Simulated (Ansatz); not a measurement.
Born–Oppenheimer molecular dynamics of a periodic cell of 16 atoms, Ba (start crystal Ba, start structure bcc, volume 1.1 times the crystal's). It goes on from the last frame of an earlier run, with new velocities.

Level of theory: DFT PBE, scalar-relativistic, plane waves, PAW in Ansatz 0.2.0. Settings: accuracy low, cutoff 420 eV, k mesh 1x1x1, fermi-dirac smearing 0.36 eV, no spin polarisation.

```
ensemble        : NPT, Langevin
time step       : 2.25 fs
steps asked     : 180
set temperature : 2940 K
friction        : 0.02 /fs
pressure        : 5 GPa
seed            : 196480
```

Frames 22.5 fs apart, positions in Å, forces in eV/Å.

Velocities at 135.0 fs (Å/ps):

```
Ba -1.10 -2.54 1.74
Ba -3.03 6.78 -1.59
Ba -2.15 -5.56 -1.60
Ba -7.90 -0.73 12.17
Ba 5.06 6.26 -6.19
Ba 9.36 -5.29 -0.61
Ba 0.97 -0.98 -6.07
Ba -5.54 -6.08 -3.11
Ba 8.55 3.18 -1.97
Ba 2.58 -5.55 0.73
Ba -0.80 -1.03 -9.62
Ba 9.07 -3.93 -2.59
Ba 0.71 -6.99 -7.55
Ba -3.65 0.31 -3.50
Ba 4.83 -1.94 -0.14
Ba -9.53 -5.85 -0.47
```

```xyz
16
Lattice="9.7742 -0.1164 0.0159 -0.1164 9.6129 0.1197 0.0159 0.1197 9.2047" Properties=species:S:1:pos:R:3:forces:R:3 time_fs=135.0 energy_less_start_eV=-1.118 T=4339
Ba -0.452 -0.136 0.314 0.46 -0.52 -0.50
Ba 5.853 0.270 -0.749 -0.65 -0.46 1.22
Ba -0.284 3.335 0.081 0.16 1.23 -0.61
Ba -0.177 0.067 4.579 0.39 -0.32 -0.13
Ba 2.888 2.022 1.939 -0.17 0.62 0.62
Ba 5.014 4.814 -0.181 -0.28 -0.16 -0.53
Ba 4.897 0.263 4.544 0.86 0.44 -0.99
Ba 7.997 2.290 2.939 -1.25 0.19 -0.92
Ba -0.064 5.085 4.618 0.82 -0.15 0.21
Ba 2.989 8.125 1.817 -0.59 -0.51 -0.70
Ba 2.582 1.682 7.401 -0.09 0.77 -0.56
Ba 4.366 5.626 3.759 0.41 -1.15 0.86
Ba 7.759 6.336 1.931 -0.17 0.67 0.10
Ba 7.249 2.196 6.133 0.20 1.18 0.65
Ba 2.545 8.109 5.963 -0.45 -1.43 1.20
Ba 7.053 7.193 6.444 0.35 -0.40 0.08
16
Lattice="9.7472 -0.1403 0.0056 -0.1403 9.5824 0.1502 0.0056 0.1502 8.9522" Properties=species:S:1:pos:R:3:forces:R:3 time_fs=157.5 energy_less_start_eV=-0.971 T=4102
Ba -0.486 -0.126 0.276 0.52 -0.82 -0.39
Ba 5.804 0.337 -0.748 -0.67 -0.72 1.15
Ba -0.368 3.197 0.080 0.48 1.29 -0.88
Ba -0.382 -0.003 4.664 0.65 -0.26 -0.39
Ba 2.977 2.163 1.725 -0.43 0.29 0.76
Ba 5.145 4.675 -0.232 -0.57 -0.11 -0.48
Ba 4.897 0.291 4.243 0.73 0.31 -0.75
Ba 7.806 2.120 2.706 -1.10 0.26 -0.49
Ba 0.043 5.128 4.442 0.58 -0.27 0.23
Ba 3.018 7.940 1.778 -0.70 -0.33 -0.84
Ba 2.535 1.698 7.048 -0.08 0.89 -0.59
Ba 4.501 5.503 3.770 0.31 -1.24 0.69
Ba 7.713 6.137 1.754 -0.07 0.80 0.17
Ba 7.163 2.215 5.897 0.23 1.33 0.53
Ba 2.619 8.034 5.835 -0.49 -1.32 1.17
Ba 6.820 7.001 6.266 0.61 -0.11 0.09
16
Lattice="9.7241 -0.1190 -0.0098 -0.1190 9.5121 0.1809 -0.0098 0.1809 8.6473" Properties=species:S:1:pos:R:3:forces:R:3 time_fs=180.0 energy_less_start_eV=-0.089 T=2922
Ba -0.506 -0.046 0.229 0.59 -1.71 -0.31
Ba 5.729 0.399 -0.674 -0.64 -0.91 0.90
Ba -0.454 3.013 0.105 1.09 1.91 -1.45
Ba -0.522 -0.115 4.633 0.95 -0.13 -0.49
Ba 3.044 2.293 1.533 -0.61 0.14 0.92
Ba 5.286 4.641 -0.273 -0.90 -0.14 -0.35
Ba 4.885 0.397 4.049 0.41 0.06 -0.60
Ba 7.717 1.918 2.445 -1.35 0.21 0.42
Ba 0.196 5.088 4.251 0.47 -0.39 0.32
Ba 3.040 7.710 1.743 -0.67 -0.13 -0.89
Ba 2.514 1.727 6.778 -0.12 0.86 -0.85
Ba 4.574 5.350 3.815 0.29 -1.31 0.35
Ba 7.731 5.932 1.688 -0.03 0.98 0.16
Ba 7.139 2.236 5.617 0.29 1.34 0.55
Ba 2.744 7.857 5.718 -0.56 -1.02 1.21
Ba 6.799 6.805 6.021 0.80 0.24 0.12
16
Lattice="9.7330 -0.0968 -0.0028 -0.0968 9.4576 0.2644 -0.0028 0.2644 8.3521" Properties=species:S:1:pos:R:3:forces:R:3 time_fs=202.5 energy_less_start_eV=0.651 T=2518
Ba -0.555 -0.008 0.207 0.70 -1.94 -0.28
Ba 5.569 0.416 -0.554 -0.34 -1.01 0.56
Ba -0.540 3.033 0.118 1.37 1.92 -1.53
Ba -0.613 -0.157 4.591 1.08 0.03 -0.52
Ba 3.132 2.406 1.375 -0.88 0.10 1.04
Ba 5.427 4.605 -0.227 -1.26 -0.17 -0.09
Ba 4.961 0.520 3.809 -0.01 -0.31 -0.35
Ba 7.671 1.822 2.376 -1.22 0.25 0.44
Ba 0.216 4.990 4.086 0.63 -0.38 0.51
Ba 3.022 7.513 1.797 -0.61 0.08 -1.05
Ba 2.524 1.817 6.467 -0.20 0.82 -1.00
Ba 4.597 5.259 3.906 0.26 -1.39 -0.06
Ba 7.775 5.847 1.699 -0.19 1.16 0.16
Ba 7.094 2.389 5.430 0.36 0.98 0.78
Ba 2.846 7.782 5.601 -0.65 -0.73 1.28
Ba 6.842 6.682 5.824 0.98 0.58 0.11
16
Lattice="9.7327 -0.0797 0.0051 -0.0797 9.3932 0.3648 0.0051 0.3648 8.1426" Properties=species:S:1:pos:R:3:forces:R:3 time_fs=225.0 energy_less_start_eV=1.339 T=2746
Ba -0.662 -0.077 0.096 0.79 -1.38 -0.14
Ba 5.365 0.451 -0.455 0.28 -1.10 0.42
Ba -0.657 3.143 0.126 1.57 1.48 -1.56
Ba -0.597 -0.197 4.540 1.01 -0.05 -0.63
Ba 3.184 2.466 1.279 -1.13 0.07 1.15
Ba 5.477 4.594 -0.155 -1.71 -0.41 0.30
Ba 4.999 0.530 3.747 -0.05 -0.18 -0.48
Ba 7.692 1.818 2.397 -0.97 -0.02 -0.13
Ba 0.166 4.978 4.031 0.78 -0.37 0.57
Ba 2.903 7.376 1.889 -0.40 0.24 -1.09
Ba 2.602 1.880 6.171 -0.52 0.93 -0.96
Ba 4.592 5.193 3.990 0.03 -1.47 -0.42
Ba 7.709 5.875 1.738 -0.24 1.23 0.25
Ba 7.188 2.506 5.265 0.03 0.68 1.35
Ba 3.019 7.737 5.633 -1.09 -0.77 1.39
Ba 6.811 6.547 5.717 1.62 1.11 -0.03
16
Lattice="9.6763 -0.1107 0.0417 -0.1107 9.2696 0.4031 0.0417 0.4031 7.9611" Properties=species:S:1:pos:R:3:forces:R:3 time_fs=247.5 energy_less_start_eV=2.911 T=3703
Ba -0.715 -0.221 -0.004 0.75 -0.88 -0.02
Ba 5.133 0.391 -0.430 1.03 -1.10 0.50
Ba -0.710 3.233 0.147 1.88 1.47 -2.06
Ba -0.537 -0.238 4.403 1.03 -0.19 -0.72
Ba 3.190 2.541 1.136 -1.46 -0.21 1.45
Ba 5.418 4.500 -0.014 -1.71 -0.23 -0.30
Ba 5.065 0.414 3.771 0.12 0.35 -1.04
Ba 7.739 1.813 2.410 -1.04 -0.70 -0.88
Ba 0.116 4.976 4.029 0.83 -0.28 0.34
Ba 2.810 7.249 1.875 -0.21 0.18 -0.89
Ba 2.649 1.877 5.773 -0.76 1.01 -0.71
Ba 4.558 5.114 4.148 -0.87 -2.26 -1.45
Ba 7.552 5.804 1.704 0.11 1.35 0.69
Ba 7.386 2.519 5.127 -0.50 0.65 2.50
Ba 3.152 7.584 5.578 -1.91 -0.70 1.71
Ba 6.722 6.402 5.514 2.69 1.54 0.86
16
Lattice="9.7157 -0.1272 0.0290 -0.1272 9.0844 0.4408 0.0290 0.4408 7.8606" Properties=species:S:1:pos:R:3:forces:R:3 time_fs=270.0 energy_less_start_eV=2.915 T=3277
Ba -0.757 -0.454 0.007 0.84 -0.21 -0.35
Ba 5.016 0.173 -0.469 1.43 -0.60 0.55
Ba -0.587 3.299 0.151 1.80 1.23 -1.44
Ba -0.574 -0.318 4.206 1.32 -0.06 -0.43
Ba 3.267 2.590 1.062 -2.15 -0.89 1.66
Ba 5.402 4.324 0.032 -0.97 0.37 -1.03
Ba 5.078 0.295 3.703 0.38 0.53 -1.29
Ba 7.789 1.742 2.346 -1.13 -0.18 -0.73
Ba -0.015 4.963 4.126 1.11 -0.20 -0.20
Ba 2.763 7.182 1.781 -0.19 -0.23 -0.26
Ba 2.709 1.908 5.468 -0.96 0.88 -0.31
Ba 4.572 4.932 4.295 -0.88 -2.19 -1.85
Ba 7.490 5.707 1.613 0.11 1.16 1.25
Ba 7.591 2.548 5.181 -0.73 -0.23 1.73
Ba 3.179 7.410 5.643 -2.31 -0.73 1.55
Ba 6.799 6.328 5.388 2.37 1.34 1.15
16
Lattice="9.7169 -0.1372 0.0096 -0.1372 8.9955 0.4671 0.0096 0.4671 7.8063" Properties=species:S:1:pos:R:3:forces:R:3 time_fs=292.5 energy_less_start_eV=2.444 T=2892
Ba -0.782 -0.564 0.027 1.16 0.35 -0.65
Ba 4.986 -0.025 -0.524 1.46 0.07 0.61
Ba -0.374 3.418 0.050 1.15 1.11 0.05
Ba -0.703 -0.382 4.101 2.15 0.22 -0.20
Ba 3.238 2.575 1.108 -2.85 -1.72 1.80
Ba 5.307 4.157 0.060 0.49 1.08 -1.32
Ba 5.080 0.233 3.638 0.08 0.15 -1.10
Ba 7.776 1.627 2.314 -0.68 1.10 -1.27
Ba -0.129 4.923 4.219 1.39 -0.12 -0.81
Ba 2.794 7.073 1.759 -0.43 -0.35 0.30
Ba 2.709 1.929 5.258 -1.03 0.74 0.11
Ba 4.591 4.768 4.440 -0.56 -1.51 -1.68
Ba 7.373 5.761 1.587 -0.25 0.45 1.35
Ba 7.710 2.532 5.325 -1.14 -1.03 0.96
Ba 3.070 7.373 5.814 -1.89 -1.01 0.65
Ba 6.854 6.372 5.338 0.95 0.47 1.19
16
Lattice="9.7462 -0.1548 0.0146 -0.1548 8.9925 0.4179 0.0146 0.4179 7.7466" Properties=species:S:1:pos:R:3:forces:R:3 time_fs=315.0 energy_less_start_eV=1.867 T=3799
Ba -0.815 -0.686 0.116 1.99 1.41 -0.99
Ba 5.135 -0.151 -0.572 0.78 0.44 0.88
Ba -0.131 3.640 -0.080 0.55 1.21 0.55
Ba -0.706 -0.477 4.135 2.09 0.53 -0.48
Ba 3.131 2.658 1.202 -2.78 -2.08 1.85
Ba 5.178 4.093 -0.011 1.43 1.37 -1.25
Ba 5.029 0.151 3.629 0.69 0.06 -1.18
Ba 7.885 1.627 2.278 -0.61 1.21 -1.18
Ba -0.293 4.842 4.200 1.73 0.02 -1.34
Ba 2.803 7.061 1.810 -0.51 -0.19 0.27
Ba 2.648 1.851 5.117 -0.97 0.78 0.47
Ba 4.689 4.697 4.387 -0.82 -1.39 -1.73
Ba 7.238 5.907 1.560 -1.04 -0.92 1.54
Ba 7.792 2.434 5.407 -1.31 -1.40 1.11
Ba 2.971 7.384 5.870 -1.64 -1.34 0.27
Ba 6.882 6.338 5.386 0.42 0.31 1.23
16
Lattice="9.7824 -0.1642 -0.0144 -0.1642 8.9747 0.3724 -0.0144 0.3724 7.7310" Properties=species:S:1:pos:R:3:forces:R:3 time_fs=337.5 energy_less_start_eV=0.850 T=3337
Ba -0.799 -0.817 0.196 2.95 2.15 -1.19
Ba 5.302 -0.214 -0.654 0.00 0.59 1.17
Ba 0.075 3.795 -0.151 -0.06 1.20 0.70
Ba -0.565 -0.533 4.166 1.22 0.07 -0.38
Ba 2.986 2.663 1.246 -1.70 -1.72 1.33
Ba 5.144 4.050 -0.094 0.94 0.64 -0.54
Ba 4.951 0.209 3.730 1.19 -0.13 -1.38
Ba 8.051 1.662 2.306 -0.78 1.07 -1.19
Ba -0.338 4.846 4.190 1.35 -0.30 -1.26
Ba 2.850 6.976 1.898 -0.69 0.00 -0.01
Ba 2.482 1.843 5.018 -0.82 0.85 0.73
Ba 4.762 4.527 4.345 -0.95 -1.29 -1.72
Ba 7.071 6.046 1.576 -1.71 -1.81 1.73
Ba 7.820 2.283 5.551 -0.69 -0.84 0.73
Ba 2.762 7.372 5.850 -0.99 -1.40 0.31
Ba 6.834 6.297 5.380 0.75 0.92 0.99
16
Lattice="9.8638 -0.1319 -0.0131 -0.1319 9.0683 0.3954 -0.0131 0.3954 7.7164" Properties=species:S:1:pos:R:3:forces:R:3 time_fs=360.0 energy_less_start_eV=-0.473 T=3275
Ba -0.718 -0.917 0.205 2.43 1.41 -0.46
Ba 5.487 -0.131 -0.725 -0.75 0.31 1.54
Ba 0.196 3.938 -0.142 -0.57 1.18 0.51
Ba -0.426 -0.483 4.265 0.69 -0.10 -0.51
Ba 2.916 2.806 1.302 -1.09 -1.57 1.14
Ba 5.201 4.109 -0.082 0.70 0.22 -0.18
Ba 5.059 0.371 3.771 0.80 -0.16 -1.47
Ba 8.212 1.800 2.335 -0.88 0.62 -1.05
Ba -0.327 4.921 4.202 1.04 -0.35 -0.99
Ba 2.894 7.088 2.118 -0.64 -0.03 -0.61
Ba 2.404 1.954 5.055 -0.58 0.60 0.68
Ba 4.890 4.372 4.381 -0.16 -0.43 -1.33
Ba 6.994 6.182 1.704 -1.10 -0.69 1.12
Ba 7.776 2.247 5.706 0.31 -0.04 0.36
Ba 2.672 7.467 5.748 -0.28 -1.14 0.71
Ba 6.887 6.579 5.396 0.06 0.15 0.53
16
Lattice="9.9372 -0.0931 0.0151 -0.0931 9.1282 0.4317 0.0151 0.4317 7.7340" Properties=species:S:1:pos:R:3:forces:R:3 time_fs=382.5 energy_less_start_eV=-1.553 T=3208
Ba -0.575 -0.952 0.224 1.46 0.62 0.01
Ba 5.587 -0.018 -0.591 -1.34 -0.13 1.41
Ba 0.309 4.025 -0.153 -1.03 1.31 0.23
Ba -0.326 -0.380 4.345 0.29 -0.14 -0.55
Ba 2.798 2.893 1.414 0.11 -1.29 0.93
Ba 5.328 4.212 -0.124 -0.26 -0.48 0.50
Ba 5.231 0.453 3.745 0.37 -0.15 -1.24
Ba 8.429 1.958 2.269 -1.02 0.33 -0.59
Ba -0.231 4.961 4.255 0.73 -0.25 -0.89
Ba 2.877 7.168 2.290 -0.47 -0.11 -0.87
Ba 2.459 2.063 5.229 -0.46 0.37 0.58
Ba 5.023 4.272 4.433 0.15 0.16 -1.37
Ba 6.869 6.241 1.856 -0.02 0.47 0.61
Ba 7.693 2.323 5.847 1.13 0.40 -0.13
Ba 2.624 7.464 5.726 0.33 -0.79 1.00
Ba 6.932 6.853 5.478 0.03 -0.33 0.35
```

Of the whole run (405 fs, mean temperature of the second half 3297 K): The conserved energy stayed within 0.067 meV per atom of its start (net change 0.044 meV per atom), so the integration is sound. The mean temperature of the second half is 12 % above the set value. A run of 0.41 ps of so small a system gives no equilibrium averages. Limits of this set-up: coarse k mesh, low accuracy level. The cell's volume went from 1113 to 705 Å³.

Time of the run: 15 min on 2 threads of Arm Neoverse V1 (shared host), peak memory 1 GiB.
